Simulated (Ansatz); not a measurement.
A series in volume scale on P

Plane-wave DFT, scalar-relativistic PAW made under PBE with cores redone for the functional, no dispersion; the given relaxed cell is scaled uniformly, energy at zero smearing counts from the unscaled cell, pressure at the given Fermi-Dirac smearing is positive in compression. The results are calculated, by Ansatz 0.2.0.

The cell before it is scaled or strained (space group Fd-3m, No. 227):
```
CELL_PARAMETERS angstrom
0.00000 2.76170 2.76170
2.76170 0.00000 2.76170
2.76170 2.76170 0.00000
ATOMIC_POSITIONS crystal
P 0.12500 0.12500 0.12500
P 0.87500 0.87500 0.87500
```

Settings of every row: spin polarised no; functional revPBE; wave cutoff 420 eV; smearing width 0.1 eV; k mesh 11x11x11.

Atom starting moment: 0 on all atoms.

Limits: the cell comes from a prototype or a list of computed structures and needn't be the stable phase.

```
row  volume scale  V (Å³/atom)  energy change per atom (meV)  pressure (GPa)
  1          0.88       18.536                         46.47            6.65
  2          0.92       19.378                         19.22            4.01
  3          0.96       20.221                          4.58            1.87
  4          1.04       21.906                             ?               ?
  5          1.08       22.749                          15.1           -2.81
  6          1.12       23.591                         33.07              -4
```

Question: what energy change per atom and pressure should row 4 give?

Worked fit of energy change per atom. Take u = (V_r/V)^(2/3) − 1 with V_r = 20.221 Å³ an atom, which is twice the finite (Eulerian) strain; such expansions in the strain, on which the Birch-Murnaghan equation of state is built, carry the rest volume and the bulk modulus. The shown rows have u = 0.05972, 0.0288, 0, -0.07553, -0.09766. Least squares give energy change per atom = 4.367 + 329.01 × u + 6337.7 × u² meV; a straight line predicts inner rows, each left out in turn, worse (root mean square 17 against 0.66 meV). The rows lie off it by -0.15, 0.12, 0.21, -0.57, 0.39 (root mean square 0.33 meV). The withheld row has u = -0.05196, so the fit gives 4.367 + 329.01 × (-0.05196) + 6337.7 × (-0.05196)² = 4.38 meV.

The calculation gave 3.83 meV. The fit lies 0.55 meV (14 % of the value, 1.3 % of the column's range) above it; its largest miss of a shown row is 0.57 meV.

Worked fit of pressure. Take u = (V_r/V)^(2/3) − 1 with V_r = 20.221 Å³ an atom, which is twice the finite (Eulerian) strain; such expansions in the strain, on which the Birch-Murnaghan equation of state is built, carry the rest volume and the bulk modulus. The shown rows have u = 0.05972, 0.0288, 0, -0.07553, -0.09766. Least squares give pressure = 1.867 + 72.12 × u + 126.8 × u² GPa; a straight line predicts inner rows, each left out in turn, worse (root mean square 0.34 against 0.058 GPa). The rows lie off it by 0.02, -0.04, 0.00, 0.05, -0.03 (root mean square 0.033 GPa). The withheld row has u = -0.05196, so the fit gives 1.867 + 72.12 × (-0.05196) + 126.8 × (-0.05196)² = -1.54 GPa.

The calculation gave -1.46 GPa. The fit lies 0.08 GPa (5.5 % of the value, 0.75 % of the column's range) below it; its largest miss of a shown row is 0.05 GPa.
